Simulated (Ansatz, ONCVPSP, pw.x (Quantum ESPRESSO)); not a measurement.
rubidium: does the ONCV potential hold in the solid?

| Item | Value |
| --- | --- |
| Element | rubidium (Rb) |
| Generator | ONCVPSP 4.0.1.1 (patched build) |
| Type | optimised norm-conserving Vanderbilt (ONCV) |
| Functional | PBE |
| Relativity | scalar-relativistic |
| Frozen core | [Ar] 3d10 |
| Valence charge | 9 |
| Reference configuration | 4s2 4p6 5s1 |
| Partial waves | 4s+5s: rc 2.85 bohr, ncon 5, nbas 8, qcut 4.9 1/bohr, 2 projectors; 4p: rc 2.55 bohr, ncon 4, nbas 9, qcut 6.2 1/bohr, 1 projector; d scattering state at 0.18 Ha: rc 2.25 bohr, ncon 3, nbas 6, qcut 4.8 1/bohr, 2 projectors, debl 2.7 Ha |
| Local potential | polynomial inside 2.10 bohr (lpopt 5, dvloc0 3 Ha) |
| Core correction | none |

Crystal test: sc Rb in pw.x 7.5, no spin, 8³ k-points, Fermi–Dirac smearing 0.01 Ry, cutoffs 35/140 Ry. The lattice is a test structure that the element need not adopt, and mesh and smearing are coarse.

pw.x input:

```
&control
  calculation='scf', prefix='x', pseudo_dir='./', outdir='./tmp', tstress=.true., disk_io='low'
/
&system
  ibrav=0, nat=1, ntyp=1, ecutwfc=35, ecutrho=140, nbnd=12,
  occupations='smearing', smearing='fd', degauss=0.01
/
&electrons
  conv_thr=1e-09, mixing_beta=0.4, electron_maxstep=70
/
ATOMIC_SPECIES
Rb 1.0 Rb.UPF
CELL_PARAMETERS angstrom
  4.63383992 0.00000000 0.00000000
  0.00000000 4.63383992 0.00000000
  0.00000000 0.00000000 4.63383992
ATOMIC_POSITIONS crystal
Rb 0.0000 0.0000 0.0000
K_POINTS automatic
8 8 8 0 0 0
```

```bash
pw.x < Rb.scf.in > Rb.scf.out
```

How does the run end?

It converges; the pressure is 0.01 GPa against -0.00 GPa from all-electron LAPW.  The log shows:

```
Message from routine setup:
     using ibrav=0 with symmetry is DISCOURAGED, use correct ibrav instead
     lattice parameter (alat)  =       8.7567  a.u.
     unit-cell volume          =     671.4593 (a.u.)^3
     number of electrons       =         9.00
     number of Kohn-Sham states=           12
     kinetic-energy cutoff     =      35.0000  Ry
     charge density cutoff     =     140.0000  Ry
     scf convergence threshold =      1.0E-09
     Exchange-correlation= PBE
     number of k points=    35  Fermi-Dirac smearing, width (Ry)=  0.0100
     iteration #  1     ecut=    35.00 Ry     beta= 0.40
     total energy              =     -48.83300821 Ry
     estimated scf accuracy    <       0.00186192 Ry
     iteration #  2     ecut=    35.00 Ry     beta= 0.40
     total energy              =     -48.83302823 Ry
     estimated scf accuracy    <       0.00042153 Ry
     iteration #  3     ecut=    35.00 Ry     beta= 0.40
     total energy              =     -48.83306881 Ry
     estimated scf accuracy    <       0.00003979 Ry
     iteration #  4     ecut=    35.00 Ry     beta= 0.40
     total energy              =     -48.83307026 Ry
     estimated scf accuracy    <       0.00000015 Ry
     iteration #  5     ecut=    35.00 Ry     beta= 0.40
     total energy              =     -48.83307029 Ry
     estimated scf accuracy    <       0.00000002 Ry
     iteration #  6     ecut=    35.00 Ry     beta= 0.40
     the Fermi energy is     1.5964 ev
!    total energy              =     -48.83307029 Ry
     estimated scf accuracy    <          6.7E-10 Ry
     smearing contrib. (-TS)   =      -0.00389445 Ry
     The total energy is F=E-TS. E is the sum of the following terms:
     one-electron contribution =     -30.92038732 Ry
     hartree contribution      =      15.69694004 Ry
     xc contribution           =      -7.36052181 Ry
     ewald contribution        =     -26.24520675 Ry
     convergence has been achieved in   6 iterations
          total   stress  (Ry/bohr**3)                   (kbar)     P=        0.05
```
